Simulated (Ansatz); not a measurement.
**HfO2 under changes of volume**

One of the cells (11.532 Å³/atom); the others are scaled copies at fixed shape and fractional positions:

```
CELL_PARAMETERS angstrom
5.11800 0.00000 0.00000
0.00000 5.18570 0.00000
-0.85866 0.00000 5.21387
ATOMIC_POSITIONS crystal
Hf 0.27550 0.46030 0.70800
Hf 0.72450 0.96030 0.79200
Hf 0.72450 0.53970 0.29200
Hf 0.27550 0.03970 0.20800
O 0.07420 0.16840 0.84670
O 0.92580 0.66840 0.65330
O 0.92580 0.83160 0.15330
O 0.07420 0.33160 0.34670
O 0.44870 0.74190 0.98010
O 0.55130 0.24190 0.51990
O 0.55130 0.25810 0.01990
O 0.44870 0.75810 0.48010
```

```yaml
Program: Ansatz 0.2.0
Functional: PBEsol
Dispersion: D3(BJ)
Potentials_or_basis: Ansatz PAW
Cutoff: "420 eV (not typed: the program's choice for these potentials)"
k_mesh: 5 × 5 × 5
Occupations: fermi-dirac, width 0.05 eV
Spin: no spin polarisation
```

| volume (Å³/atom) | energy over the lowest point (meV/atom) | pressure (GPa) | gap on the mesh (eV) | largest force (eV/Å) |
| --- | --- | --- | --- | --- |
| 10.840 | 17.35 | 12.1 | 4.30 | 0.647 |
| 11.070 | 4.50 | 5.9 | 4.23 | 0.571 |
| 11.301 | 0.00 | 0.4 | 4.16 | 0.505 |
| 11.532 | 3.13 | -4.6 | 4.10 | 0.448 |
| 11.762 | 13.07 | -9.1 | 4.03 | 0.401 |
| 11.993 | 29.14 | -13.1 | 3.97 | 0.364 |
| 12.223 | ? | ? | ? | ? |

Question: What does the run at 12.223 Å³/atom give?

Answer: Energy over the lowest point 50.74 meV/atom; pressure -16.8 GPa; gap on the mesh 3.90 eV; largest force 0.337 eV/Å.

Worked out: A Birch-Murnaghan fit of order 3 (a polynomial in V^(-2/3)) to the other rows has its minimum at 11.32 Å³/atom with B0 = V·E''(V) = 256 GPa and B' = 4.2 at fixed shape and positions, which overstates the stiffness. It gives 50.67 meV/atom at 12.223 Å³/atom, against the run's 50.74, and -dE/dV = -16.8 GPa, against -16.8. A straight line through the other rows of the gap, of slope -3.27 eV per unit of ln V, extrapolates to 3.91 eV, against the run's 3.90.

Energies are extrapolated to zero smearing.

Caveats: odd divisions of the mesh miss points on the zone boundary, where band edges often lie, so the gap on the mesh can be too wide; spin-orbit coupling is left out, which moves the levels of the heavy elements; the PAW data sets come from PBE, with cores solved anew for the run's functional, which leaves a small shift of forces and pressure.

A mesh can miss the band edges.
